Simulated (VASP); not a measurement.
Pb: relaxation of the atoms with r2SCAN

Pb:

```
Pb
1.0
     0.00000    2.48150    2.48150
     2.48150    0.00000    2.48150
     2.48150    2.48150    0.00000
Pb
1
Direct
  0.00000 0.00000 0.00000
```

The cell isn't the ideal one: a relaxed cell with its volume scaled by 0.98.

```
Program                : VASP 6.6.1
Task                   : relaxation of the atoms
Functional             : r2SCAN
Potentials or basis    : VASP PAW PBE potentials, release 64 (Pb_d)
Cutoff                 : 600 eV
k mesh                 : 14 × 14 × 14
Occupations            : methfessel-paxton, width 0.1 eV
Spin                   : no spin polarisation
Further INCAR settings : ALGO = Normal; EDIFF = 1e-07; IBRION = 2; EDIFFG = -0.01; NSW = 40
```

| Item | Value |
| --- | --- |
| Pressure after relaxing | 0.9 GPa |
| Band gap on the k mesh | none (metal or under the smearing width) |

Final structure:
```xyz
1
Lattice="0.0000 2.4815 2.4815 2.4815 0.0000 2.4815 2.4815 2.4815 0.0000" Properties=species:S:1:pos:R:3 pbc="T T T"
Pb    0.0000    0.0000    0.0000
```

Levels at points of the mesh, in eV from the Fermi level:
```
           k point  band 3  band 4  band 5  band 6  band 7  band 8  band 9  band 10  band 11
(0.00, 0.00, 0.00)  -17.77  -17.62  -17.62  -12.29    7.62    7.62    7.62    10.37    12.15
(0.50, 0.00, 0.00)  -17.76  -17.48  -17.48   -8.52   -4.39    5.71    5.71     9.91     9.94
(0.50, 0.50, 0.00)  -17.49  -17.44  -17.44   -7.03   -3.48    2.07    2.07     5.84     6.95
```

Wall time 2.5 min on 1 thread of Intel(R) Xeon(R) Platinum 8488C (Sapphire Rapids) (shared host), peak memory 0.19 GiB.

Caveat: the relaxation stopped at its first step, so nothing moved; the PAW data sets were made with another functional, which shifts forces and pressure a little. Spin-orbit coupling is left out, which matters for the levels of Pb.
